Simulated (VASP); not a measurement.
# CdO (Fm-3m) in VASP: a series of runs

The runs below take CdO through relaxation of cell and atoms, with r2SCAN, PBE.

Everything below comes from runs of VASP 6.6.1. Logs are shortened: lines on timing, memory, paths and dates and some standing lists are left out, and cuts for length are marked.

## 1. The crystal as given

The structure is cubic, space group Fm-3m (No. 225). Conventional cell: a = 4.722 Å, b = 4.722 Å, c = 4.722 Å, α = 90.00°, β = 90.00°, γ = 90.00°. Cd (site symmetry m-3m) has 6 O at 2.36 Å as nearest neighbours. O (site symmetry m-3m) is surrounded by 6 Cd at 2.36 Å.

## 2. Relaxation of cell and atoms, r2SCAN

Input file INCAR:

```
SYSTEM = CdO
PREC = Accurate
ENCUT = 600
EDIFF = 1E-7
ISMEAR = 0
SIGMA = 0.03
LREAL = .False.
LASPH = .True.
NELM = 80
ALGO = Normal
ISIF = 3
LWAVE = .False.
LCHARG = .False.
METAGGA = R2SCAN
LMIXTAU = .True.
IBRION = 2
NSW = 90
EDIFFG = -0.005
```

Input file KPOINTS:

```
regular mesh
0
Gamma
  12 12 12
  0 0 0
```

Input file POSCAR:

```
CdO                                     
1.0
   -0.0000000000      2.3610312324      2.3610312324
    2.3610312324      0.0000000000      2.3610312324
    2.3610312324      2.3610312324      0.0000000000
  Cd              O             
     1     1
Direct
     0.0000000000000000    0.0000000000000000    0.0000000000000000
     0.5000000000000000    0.5000000000000000    0.5000000000000000
```

Potentials or basis: VASP PAW PBE potentials, release 64 (Cd, O).

Launch:

```
$ cat potpaw_PBE.64/Cd/POTCAR potpaw_PBE.64/O/POTCAR > POTCAR
$ mpirun -np 1 vasp_std > vasp.out
```

OUTCAR:

```text
SYSTEM = CdO
   PREC = Accurate
   ENCUT = 600
   EDIFF = 1E-7
   ISMEAR = 0
   LREAL = .False.
   LASPH = .True.
   NELM = 80
   ISIF = 3
   METAGGA = R2SCAN
   IBRION = 2
   NSW = 90
   EDIFFG = -0.005

 ion  position               nearest neighbor table
   1  0.000  0.000  0.000-   2 2.36   2 2.36   2 2.36   2 2.36   2 2.36   2 2.36
   2  0.500  0.500  0.500-   1 2.36   1 2.36   1 2.36   1 2.36   1 2.36   1 2.36

  LATTYP: Found a face centered cubic cell.
 ALAT       =     4.7220624648

  Lattice vectors:

 A1 = (   0.0000000000,   2.3610312324,   2.3610312324)
 A2 = (   2.3610312324,   0.0000000000,   2.3610312324)
 A3 = (   2.3610312324,   2.3610312324,   0.0000000000)

Analysis of symmetry for initial positions (statically):
=====================================================================
 Subroutine PRICEL returns:
 Original cell was already a primitive cell.

 Routine SETGRP: Setting up the symmetry group for a
 face centered cubic supercell.

 Subroutine GETGRP returns: Found 48 space group operations
 (whereof 48 operations were pure point group operations)
 out of a pool of 48 trial point group operations.

The static configuration has the point symmetry O_h .

Analysis of symmetry for dynamics (positions and initial velocities):
=====================================================================
 Subroutine PRICEL returns:
 Original cell was already a primitive cell.

 Routine SETGRP: Setting up the symmetry group for a
 face centered cubic supercell.

 Subroutine GETGRP returns: Found 48 space group operations
 (whereof 48 operations were pure point group operations)
 out of a pool of 48 trial point group operations.

The dynamic configuration has the point symmetry O_h .

 Subroutine INISYM returns: Found 48 space group operations
 (whereof 48 operations are pure point group operations),
 and found     1 'primitive' translations

----------------------------------------------------------------------------------------

                                     Primitive cell

  volume of cell :      26.3230

  direct lattice vectors                    reciprocal lattice vectors
     0.000000000  2.361031232  2.361031232    -0.211771870  0.211771870  0.211771870
     2.361031232  0.000000000  2.361031232     0.211771870 -0.211771870  0.211771870
     2.361031232  2.361031232  0.000000000     0.211771870  0.211771870 -0.211771870

  length of vectors
     3.339002390  3.339002390  3.339002390     0.366799639  0.366799639  0.366799639

  position of ions in fractional coordinates (direct lattice)
     0.000000000  0.000000000  0.000000000
     0.500000000  0.500000000  0.500000000

  ion indices of the primitive-cell ions
   primitive index   ion index
                 1           1
                 2           2

----------------------------------------------------------------------------------------

 KPOINTS: regular mesh

Automatic generation of k-mesh.
 Grid dimensions read from file:
 generate k-points for:   12   12   12

 Generating k-lattice:

  Cartesian coordinates                     Fractional coordinates (reciprocal lattice)
    -0.017647656  0.017647656  0.017647656     0.083333333  0.000000000  0.000000000
     0.017647656 -0.017647656  0.017647656     0.000000000  0.083333333  0.000000000
     0.017647656  0.017647656 -0.017647656     0.000000000  0.000000000  0.083333333

  Length of vectors
     0.030566637  0.030566637  0.030566637

  Shift w.r.t. Gamma in fractional coordinates (k-lattice)
     0.000000000  0.000000000  0.000000000

 Subroutine IBZKPT returns following result:
 ===========================================

 Found     72 irreducible k-points:

 Following reciprocal coordinates:
            Coordinates               Weight
  0.000000  0.000000  0.000000      1.000000
  0.083333  0.000000  0.000000      8.000000
  0.166667  0.000000  0.000000      8.000000
  0.250000  0.000000  0.000000      8.000000
  0.333333  0.000000  0.000000      8.000000
  0.416667  0.000000  0.000000      8.000000
[... 16 lines left out ...]
  0.500000  0.166667  0.000000     24.000000
 -0.416667  0.166667  0.000000     24.000000
 [... further k-points ...]
   k-points           NKPTS =     72   k-points in BZ     NKDIM =     72   number of bands    NBANDS=     13
   number of dos      NEDOS =    301   number of ions     NIONS =      2
   total plane-waves  NPLWV =  21952
   dimension x,y,z NGX =    28 NGY =   28 NGZ =   28
   dimension x,y,z NGXF=    56 NGYF=   56 NGZF=   56
   ions per type =               1   1
   NGX,Y,Z   is equivalent  to a cutoff of  13.94, 13.94, 13.94 a.u.
   NGXF,Y,Z  is equivalent  to a cutoff of  27.88, 27.88, 27.88 a.u.
 SYSTEM =  CdO
   PREC   = accura    normal or accurate (medium, high low for compatibility)
   ISTART =      0    job   : 0-new  1-cont  2-samecut
   ICHARG =      2    charge: 1-file 2-atom 10-const
   ISPIN  =      1    spin polarized calculation?
   LNONCOLLINEAR =      F non collinear calculations
   LSORBIT =      F    spin-orbit coupling
   LASPH  =      T    aspherical Exc in radial PAW
   ENCUT  =  600.0 eV  44.10 Ry    6.64 a.u.   6.67  6.67  6.67*2*pi/ulx,y,z
   NELM   =     80;   NELMIN=  2; NELMDL= -5     # of ELM steps
   EDIFF  = 0.1E-06   stopping-criterion for ELM
   LREAL  =      F    real-space projection
   EDIFFG = -.5E-02   stopping-criterion for IOM
   NSW    =     90    number of steps for IOM
   IBRION =      2    ionic relax: 0-MD 1-quasi-New 2-CG
   NFREE  =      1    steps in history (QN), initial steepest desc. (CG)
   ISIF   =      3    stress and relaxation
   ISYM   =      2    0-nonsym 1-usesym 2-fastsym
   POTIM  = 0.5000    time-step for ionic-motion
   TEBEG  =    0.0;   TEEND  =   0.0 temperature during run
   PSTRESS=    0.0 pullay stress
   NELECT =      18.0000    total number of electrons
   NUPDOWN=      -1.0000    fix difference up-down
   EMIN   =  10.00;   EMAX   =-10.00  energy-range for DOS
   EFERMI =   0.00;   METHOD = LEGACY
   ISMEAR =     0;   SIGMA  =   0.03  broadening in eV -4-tet -1-fermi 0-gaus
   EFERMI_NEDOS =   21; number of points for ismear=-14 and -15
   IALGO  =     38    algorithm
   IMIX   =      4    mixing-type and parameters
     AMIX     =   0.40;   BMIX     =  1.00
     AMIX_MAG =   1.60;   BMIX_MAG =  1.00
  volume/ion in A,a.u.               =      13.16        88.82
  Fermi-wavevector in a.u.,A,eV,Ry     =   1.442294  2.725541 28.303020  2.080213
  Thomas-Fermi vector in A             =   2.560831
   LORBIT       =      0    0 simple, 1 ext, 2 COOP (PROOUT), +10 PAW based schemes
   METAGGA = R2SCAN    functional components
   LHFCALC =     F    Hartree Fock is set to
   AEXX    =    0.0000 exact exchange contribution
   IVDW    =     0    specifies the selected vdW correction
   LEPSILON=     F    determine dielectric tensor
   LRPA    =     F    only Hartree local field effects (RPA)
 conjugate gradient relaxation of ions
 non-spin polarized calculation
 Gauss-broadening in eV      SIGMA  =   0.03
  energy-cutoff  :      600.00
  volume of cell :       26.32
 maximum number of plane-waves:       899
   NGX = 13   NGY = 13   NGZ = 13

 number of electron      17.9999999 magnetization

 Free energy of the ion-electron system (eV)
  ---------------------------------------------------
  ext. energy  EPLUGINS =         0.00000000
  ---------------------------------------------------
  free energy    TOTEN  =       -28.56304861 eV

  energy without entropy =      -28.56301825  energy(sigma->0) =      -28.56303343

 E-fermi :   1.6156     XC(G=0): -12.2396

 val. band max:        1.5793733333   @ k =   0.5000   0.0000   0.0000
 cond. band min:       1.6217353698   @ k =   0.0000   0.0000   0.0000
 fundamental gap:      0.0423620365
 Fermi energy:         1.6155597282

 k-point     1 :       0.0000    0.0000    0.0000
  band No.  band energies     occupation
      1     -16.6162      2.00000
      2      -5.2678      2.00000
      3      -5.2678      2.00000
      4      -5.2678      2.00000
      5      -4.9603      2.00000
      6      -4.9603      2.00000
      7       0.2838      2.00000
      8       0.2838      2.00000
      9       0.2838      2.00000
     10       1.6217      0.77096
     11      17.2623      0.00000
     12      19.2440      0.00000
     13      19.2440      0.00000

 k-point     2 :       0.0833    0.0000    0.0000
  band No.  band energies     occupation
      1     -16.5720      2.00000
      2      -5.2932      2.00000
      3      -5.2541      2.00000
      4      -5.2541      2.00000
      5      -5.0104      2.00000
      6      -5.0104      2.00000
      7      -0.3333      2.00000
      8       0.3781      2.00000
      9       0.3781      2.00000
     10       2.3456      0.00000
     11      16.2779      0.00000
     12      18.7138      0.00000
     13      18.7138      0.00000

 k-point     3 :       0.1667    0.0000    0.0000
  band No.  band energies     occupation
      1     -16.4485      2.00000
      2      -5.3837      2.00000
      3      -5.2965      2.00000
      4      -5.2965      2.00000
      5      -5.0564      2.00000
      6      -5.0564      2.00000
      7      -1.1613      2.00000
      8       0.6275      2.00000
      9       0.6275      2.00000
     10       3.5012      0.00000
     11      14.3652      0.00000
     12      17.5344      0.00000
     13      17.5344      0.00000
[... 305 lines left out ...]
 k-point    23 :       0.5000    0.1667    0.0000
  band No.  band energies     occupation
      1     -15.9315      2.00000
      2      -5.8547      2.00000
      3      -5.6589      2.00000
      4      -5.6182      2.00000
      5      -4.8164      2.00000
      6      -4.7163      2.00000
      7      -2.1229      2.00000
      8       0.6376      2.00000
      9       1.0429      2.00000
     10       7.5620      0.00000
     11       9.4642      0.00000
     12      12.8151      0.00000
     13      14.7870      0.00000

 k-point    24 :      -0.4167    0.1667    0.0000
  band No.  band energies     occupation
      1     -15.9122      2.00000
      2      -5.9193      2.00000
      3      -5.7096      2.00000
      4      -5.6037      2.00000
      5      -4.7694      2.00000
      6      -4.7433      2.00000
      7      -2.0944      2.00000
      8       0.4213      2.00000
      9       1.3354      2.00000
     10       7.8600      0.00000
     11       9.1809      0.00000
     12      12.6302      0.00000
     13      14.7262      0.00000

 [... further k-points ...]

------------------------ aborting loop because EDIFF is reached ----------------------------------------

  FORCE on cell =-STRESS in cart. coord.  units (eV):
  Direction    XX          YY          ZZ          XY          YZ          ZX
  --------------------------------------------------------------------------------------
  -------------------------------------------------------------------------------------
  Total       -0.0022682     -0.0022682     -0.0022682     -0.0000000      0.0000000     -0.0000000
  in kB       -0.1380558     -0.1380558     -0.1380558     -0.0000000      0.0000000     -0.0000000
  external PRESSURE =      -0.1380558 kB  Pullay stress =       0.0000000 kB

 VOLUME and BASIS-vectors are now :
 -----------------------------------------------------------------------------
  energy-cutoff  :      600.00
  volume of cell :       26.32
      direct lattice vectors                 reciprocal lattice vectors
     0.000000000  2.361031232  2.361031232    -0.211771870  0.211771870  0.211771870
     2.361031232  0.000000000  2.361031232     0.211771870 -0.211771870  0.211771870
     2.361031232  2.361031232  0.000000000     0.211771870  0.211771870 -0.211771870

 POSITION                                       TOTAL-FORCE (eV/Angst)
 -----------------------------------------------------------------------------------
      0.00000      0.00000      0.00000         0.000000     -0.000000      0.000000
      2.36103      2.36103      2.36103        -0.000000      0.000000     -0.000000
 -----------------------------------------------------------------------------------
    total drift:                                0.000000      0.000000      0.000000

  FREE ENERGIE OF THE ION-ELECTRON SYSTEM (eV)
  ---------------------------------------------------
  free  energy   TOTEN  =       -28.5630486114 eV

  energy  without entropy=      -28.5630182514  energy(sigma->0) =      -28.56303343

 reached required accuracy - stopping structural energy minimisation
```

Wall time 2.2 min (1 thread of Intel Xeon Platinum 8488C (Sapphire Rapids), shared host); peak memory 0.19 GiB.

Results:

```yaml
Free_energy: -28.5630 eV
Pressure_after_relaxing: 0.0 GPa
Band_gap_on_the_k_mesh: 0.04 eV, indirect (least direct gap 1.34 eV)
```

Final structure:
```cif
data_structure
_symmetry_space_group_name_H-M 'P 1'
_symmetry_Int_Tables_number 1
_cell_length_a 3.3390
_cell_length_b 3.3390
_cell_length_c 3.3390
_cell_angle_alpha 60.000
_cell_angle_beta 60.000
_cell_angle_gamma 60.000
_cell_volume 26.32
loop_
_atom_site_label
_atom_site_type_symbol
_atom_site_fract_x
_atom_site_fract_y
_atom_site_fract_z
_atom_site_occupancy
Cd1 Cd 0.00000 0.00000 0.00000 1
O1 O 0.50000 0.50000 0.50000 1
```

Levels at points of the mesh, in eV from the valence-band top:
| k point | band 5 | band 6 | band 7 | band 8 | band 9 | band 10 | band 11 | band 12 | band 13 |
| --- | --- | --- | --- | --- | --- | --- | --- | --- | --- |
| (0.00, 0.00, 0.00) | -6.54 | -6.54 | -1.30 | -1.30 | -1.30 | 0.04 | 15.68 | 17.66 | 17.66 |
| (0.50, 0.00, 0.00) | -6.32 | -6.32 | -3.79 | 0.00 | 0.00 | 5.06 | 7.92 | 12.74 | 12.74 |
| (0.50, 0.50, 0.00) | -6.19 | -5.89 | -4.23 | -2.26 | -2.26 | 4.50 | 9.26 | 11.72 | 14.23 |

Caveat: the relaxation stopped at its first step, so nothing moved; the PAW data sets were made with another functional, which shifts forces and pressure a little.

(Part 1 of 2 ends here.)
